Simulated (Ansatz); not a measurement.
# Hg: the crystal squeezed far

An exercise on one series of results from a longer session: the logs are not shown, and one member is left open.

Computed with Ansatz 0.2.0 (DFT PBE, with the methods named in each step, unless a step's input says otherwise).

**Starting point**

The structure is hexagonal, space group P6_3/mmc (No. 194). Conventional cell: a = 3.479 Å, b = 3.479 Å, c = 5.637 Å, α = 90.00°, β = 90.00°, γ = 120.00°. Around Hg (site symmetry -6m2) lie 12 Hg at 3.46 to 3.48 Å.

As a file:

```cif
data_structure
_symmetry_space_group_name_H-M 'P 1'
_symmetry_Int_Tables_number 1
_cell_length_a 3.4795
_cell_length_b 3.4795
_cell_length_c 5.6368
_cell_angle_alpha 90.000
_cell_angle_beta 90.000
_cell_angle_gamma 120.000
_cell_volume 59.10
loop_
_atom_site_label
_atom_site_type_symbol
_atom_site_fract_x
_atom_site_fract_y
_atom_site_fract_z
_atom_site_occupancy
Hg1 Hg 0.33333 0.66667 0.25000 1
Hg2 Hg 0.66667 0.33333 0.75000 1
```

Whether this phase is the stable one at these pressures isn't tested.

Atoms are numbered in the order of the input: Hg1, Hg2.

Set-up of the first run:

Input file input.yaml:

```yaml
crystal:
  lattice:
    - [3.4794767982, 0.0, 0.0]
    - [-1.7397383991, 3.0133152991, 0.0]
    - [0.0, 0.0, 5.636752413]
  atoms:
    - { symbol: Hg, position: [0.3333333333, 0.6666666667, 0.25] }
    - { symbol: Hg, position: [0.6666666667, 0.3333333333, 0.75] }
kpoints:
  mp_grid: { grid: [14, 14, 8] }
scf:
  occupations: { method: fermi_dirac, width: 0.05 }
hamiltonian:
  xc: pbe
  pseudopotentials: { kind: paw }
output:
  forces: true
  stress: true
relax:
  f_tol: 0.005
  max_steps: 40
  cell: {}
```

Started as:

```
> ansatz run input.yaml --threads 1 --pin off --max-ram 2048MiB --backend cpu --events-out ev --progress --plain --runs-dir out
```

Among the steps run: Cell relaxed at zero pressure, PAW; Volume scaled by 1, PAW; Shape and atoms relaxed at 0.92 of the volume, PAW; Volume scaled by 0.92, PAW; Shape and atoms relaxed at 0.84 of the volume, PAW; Volume scaled by 0.84, PAW; Shape and atoms relaxed at 0.76 of the volume, PAW; Volume scaled by 0.76, PAW; Shape and atoms relaxed at 0.68 of the volume, PAW; Volume scaled by 0.68, PAW; Shape and atoms relaxed at 0.6 of the volume, PAW; More of the same log: shape and atoms relaxed at 0.6 of the volume; Volume scaled by 0.6, PAW; Shape and atoms relaxed at 0.52 of the volume, PAW; Volume scaled by 0.52, PAW; Shape and atoms relaxed at 0.45 of the volume, PAW; Volume scaled by 0.45, PAW; Volume scaled by 0.45, PAW (source ansatz).

One of the session's tables, all rows but one given; the rest of the session is left out.

| method | volume over the first | volume (Å³/atom) | pressure (GPa) |
| --- | --- | --- | --- |
| PAW | 1 | 31.290 | -0.01 |
| PAW | 0.92 | 28.786 | 0.77 |
| PAW | 0.84 | 26.283 | 1.99 |
| PAW | 0.76 | ? | ? |
| PAW | 0.68 | 21.277 | 11.23 |
| PAW | 0.6 | 18.774 | 25.53 |
| PAW | 0.52 | 16.271 | 58.39 |
| PAW | 0.45 | 14.080 | 122.09 |
| PAW (source ansatz) | 0.45 | 14.080 | 122.20 |

Q: Estimate the row for PAW, 0.76 from the others.

The run gave: volume (Å³/atom): 23.780; pressure (GPa): 4.79. In the column «volume (Å³/atom)» it lies between PAW, 0.68 (21.277) and PAW, 0.84 (26.283).
